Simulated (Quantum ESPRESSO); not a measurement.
A calculation with Quantum ESPRESSO 7.5 of AlFe (native input, structure typed inline):

File pw.in:

```
&CONTROL
  calculation = 'scf'
  prefix = 'pwscf'
  outdir = './tmp'
  pseudo_dir = './pseudo'
  tprnfor = .true.
  tstress = .true.
  disk_io = 'nowf'
/
&SYSTEM
  ibrav = 0
  nat = 2
  ntyp = 2
  ecutwfc = 64
  ecutrho = 782
  nbnd = 19
  occupations = 'smearing'
  smearing = 'fd'
  degauss = 0.00367493
  nspin = 2
  starting_magnetization(1) = 0
  starting_magnetization(2) = 0.1875
/
&ELECTRONS
  conv_thr = 4d-10
  electron_maxstep = 120
  mixing_beta = 0.3
/
ATOMIC_SPECIES
Al    26.9815 Al.pbe-n-kjpaw_psl.1.0.0.UPF
Fe    55.8450 Fe.pbe-spn-kjpaw_psl.0.2.1.UPF
CELL_PARAMETERS angstrom
   2.9100000000    0.0000000000    0.0000000000
   0.0000000000    2.9100000000    0.0000000000
   0.0000000000    0.0000000000    2.9100000000
ATOMIC_POSITIONS crystal
Al     0.0001360200    0.9959303400    0.9623319600
Fe     0.4998639800    0.5040696600    0.5376680400
K_POINTS automatic
9 9 9 0 0 0
```

Potentials or basis: SSSP 1.3 efficiency PBE.

The run is started by

```bash
$ OMP_NUM_THREADS=1 pw.x -in pw.in > pw.out
```

**Question.** Write the same calculation in another form: ASE script, structure from a POSCAR.

**Answer.** As run:

run.py

```python
import numpy as np
from ase.calculators.espresso import Espresso, EspressoProfile
from ase.io import read

atoms = read('POSCAR')
atoms.set_initial_magnetic_moments([0.0, 3.0])

input_data = {
    'control': {'calculation': 'scf', 'prefix': 'pwscf', 'outdir': './tmp', 'tprnfor': True, 'tstress': True, 'disk_io': 'nowf'},
    'system': {'ecutwfc': 64.0, 'ecutrho': 782.0, 'nbnd': 19, 'occupations': 'smearing', 'smearing': 'fd', 'degauss': 0.00367493, 'nspin': 2},
    'electrons': {'conv_thr': 4e-10, 'electron_maxstep': 120, 'mixing_beta': 0.3},
}
pseudopotentials = {'Al': 'Al.pbe-n-kjpaw_psl.1.0.0.UPF', 'Fe': 'Fe.pbe-spn-kjpaw_psl.0.2.1.UPF'}
profile = EspressoProfile(command='pw.x', pseudo_dir='pseudo')
dft = Espresso(profile=profile, input_data=input_data, pseudopotentials=pseudopotentials, kpts=(9, 9, 9), koffset=(0, 0, 0))
atoms.calc = dft

print(f'energy {atoms.get_potential_energy():.8f} eV')
print('forces (eV/A)')
print(np.round(atoms.get_forces(), 6))
print('stress (eV/A^3, Voigt)')
print(np.round(atoms.get_stress(), 8))
print(f'Fermi level {dft.get_fermi_level():.4f} eV')
```

Contents of POSCAR:

```
AlFe
1.0
    2.9100000000      0.0000000000      0.0000000000
    0.0000000000      2.9100000000      0.0000000000
    0.0000000000      0.0000000000      2.9100000000
Al Fe
1 1
Direct
    0.0001360200      0.9959303400      0.9623319600
    0.4998639800      0.5040696600      0.5376680400
```

Potentials or basis: SSSP 1.3 efficiency PBE.

Run with:

```console
$ OMP_NUM_THREADS=1 python run.py
```

Both were run:

|  | native input, structure typed inline | ASE script, structure from a POSCAR |
| --- | --- | --- |
| Pressure | -3.8 GPa | -3.8 GPa |
| Largest force | 1.534 eV/Å | 1.534 eV/Å |
| Band gap on the k mesh | none (metal or under the smearing width) | none (metal or under the smearing width) |
| Net moment | 0.65 μB per cell | 0.65 μB per cell |
| Absolute moment | 0.77 μB per cell | 0.77 μB per cell |
| Site moments | Al -0.02; Fe +0.69 μB | Al -0.02; Fe +0.69 μB |
| Valence electrons inside the program's atomic spheres | Al 1.10; Fe 14.31 | Al 1.10; Fe 14.31 |

Keys that steer only the numerical path or the files written may differ.

Caveat: forces of over 1 eV/Å show positions far from the minimum, so gaps and moduli don't describe the material at rest.
